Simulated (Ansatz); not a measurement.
System: Se (fcc type), 1 atom in the cell.

These are results of PBE, all-electron LAPW, point nucleus (Ansatz), not measurements.

k-mesh 4×4×4 Γ-centred; Fermi–Dirac smearing of 0.15 eV; no spin polarisation.

```
CELL_PARAMETERS angstrom
0.00000 2.16870 2.16870
2.16870 0.00000 2.16870
2.16870 2.16870 0.00000
ATOMIC_POSITIONS crystal
Se 0.00000 0.00000 0.00000
```

(1) Would the cell expand or shrink if it were free to relax?

Answers

(1) The pressure is -0.57 GPa, so at these settings the cell is stretched and would shrink.

The k-mesh is coarse, so these values belong to this mesh and can lie far from the converged ones. This cubic structure is a model: it isn't the usual form of the substance at ambient conditions, and such phases are metastable or hypothetical.
